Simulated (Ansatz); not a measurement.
# C₄H₆: one species, many methods

An exercise on one series of results from a longer session: the logs are not shown, and one member is left open.

Method: functionals in def2-TZVPP, the program's frozen cores in correlated methods; program: Ansatz 0.2.0, Gaussian basis.

The runs, in order: LDA (SPW92), PBE-D4, revPBE-D4, BLYP-D4, r2SCAN-D4, B97M-V, PBE0-D4, B3LYP-D4, r2SCANh-D4, r2SCAN0-D4, HSE06-D4, BHLYP-D4, CAM-B3LYP-D4, LC-ωPBE, ωB97X-V, ωB97M-V, B2PLYP, PBE-QIDH; CCSD(T)/def2-SVP; CCSD(T)/def2-TZVPP; MP2/def2-QZVPP; extrapolation to the limit; RPA on PBE.

## Structure used throughout

An earlier PBE0-D4 in a triple-zeta def2 set relaxation fixed the geometry.

SMILES `C1[C@H]2C[C@@H]12`, 10 atoms, charge 0, spin multiplicity 1.

Atoms are counted from 1 here; the program's logs count them from 0.

Bond lengths: C1–C2 1.489 Å, C1–C4 1.489 Å, C1–H5 1.086 Å, C1–H6 1.091 Å, C2–C3 1.489 Å, C2–C4 1.477 Å, C2–H7 1.078 Å, C3–C4 1.489 Å, C3–H8 1.091 Å, C3–H9 1.086 Å, C4–H10 1.078 Å. Angles: C2–C1–C4 59.5°, C2–C1–H5 117.0°, C2–C1–H6 119.1°, C4–C1–H5 117.0°, C4–C1–H6 119.1°, H5–C1–H6 114.5°, C1–C2–C3 98.3°, C1–C2–C4 60.3°, C1–C2–H7 130.1°, C3–C2–C4 60.3°, C3–C2–H7 130.1°, C4–C2–H7 129.7°, C2–C3–C4 59.5°, C2–C3–H8 119.1°, C2–C3–H9 117.0°, C4–C3–H8 119.1°, C4–C3–H9 117.0°, H8–C3–H9 114.5° and more.

The first run:

in.yaml

```yaml
crystal:
  periodic: [false, false, false]
  atoms:
    - {symbol: C, position_ang: [-0.500377, 0.926244, -0.506260]}
    - {symbol: C, position_ang: [-0.480010, -0.553588, -0.339848]}
    - {symbol: C, position_ang: [0.234308, -0.614340, 0.965551]}
    - {symbol: C, position_ang: [0.762261, 0.222709, -0.147383]}
    - {symbol: H, position_ang: [-0.581040, 1.306730, -1.520289]}
    - {symbol: H, position_ang: [-0.999091, 1.537522, 0.247146]}
    - {symbol: H, position_ang: [-0.700908, -1.335337, -1.047861]}
    - {symbol: H, position_ang: [-0.206766, -0.123928, 1.834428]}
    - {symbol: H, position_ang: [0.772096, -1.530703, 1.190479]}
    - {symbol: H, position_ang: [1.699516, 0.164691, -0.675963]}
basis:
  gaussian: {orbitals: def2-TZVPP}
hamiltonian: {xc: lda}
output: {orbitals: {seedname: orbitals}}
```

The run is started by

```
ansatz run in.yaml --threads 4 --pin off --events-out ev --progress --plain --max-ram 10444MiB
```

Steps of the session up to this table: LDA; PBE-D4 (GGA); revPBE-D4 (GGA); BLYP-D4 (GGA); r2SCAN-D4 (meta-GGA); B97M-V (meta-GGA); B3LYP-D4 (hybrid); r2SCANh-D4 (hybrid); r2SCAN0-D4 (hybrid); HSE06-D4 (hybrid); BHLYP-D4 (hybrid); CAM-B3LYP-D4 (range-separated); LC-ωPBE (range-separated); ωB97X-V (range-separated); ωB97M-V (range-separated); B2PLYP (double hybrid); PBE-QIDH (double hybrid).

One table of the session follows, with a row left open; its other results are not shown here.

It belongs to the step «Frontier levels by functional». 

| functional | HOMO (eV) | LUMO (eV) | gap (eV) |
| --- | --- | --- | --- |
| LDA (SPW92) | -5.97 | 0.86 | 6.83 |
| PBE-D4 | -5.84 | 0.95 | 6.79 |
| revPBE-D4 | -5.79 | 0.99 | 6.77 |
| BLYP-D4 | -5.71 | 0.93 | 6.64 |
| r2SCAN-D4 | -6.02 | 1.69 | 7.71 |
| B97M-V | -6.10 | 1.15 | 7.26 |
| PBE0-D4 | -7.02 | 1.80 | 8.82 |
| B3LYP-D4 | -6.82 | 1.45 | 8.27 |
| r2SCANh-D4 | -6.47 | 2.03 | 8.49 |
| r2SCAN0-D4 | -7.14 | 2.37 | 9.52 |
| HSE06-D4 | ? | ? | ? |
| BHLYP-D4 | -8.09 | 2.44 | 10.53 |
| CAM-B3LYP-D4 | -8.38 | 2.60 | 10.98 |
| LC-ωPBE | -9.75 | 3.90 | 13.64 |
| ωB97X-V | -9.37 | 3.72 | 13.10 |
| ωB97M-V | -9.28 | 3.29 | 12.57 |

Estimate the missing values for HSE06-D4.

The run gave: HOMO (eV): -6.62; LUMO (eV): 1.43; gap (eV): 8.04. In the column «HOMO (eV)» it lies between B3LYP-D4 (-6.82) and r2SCANh-D4 (-6.47).
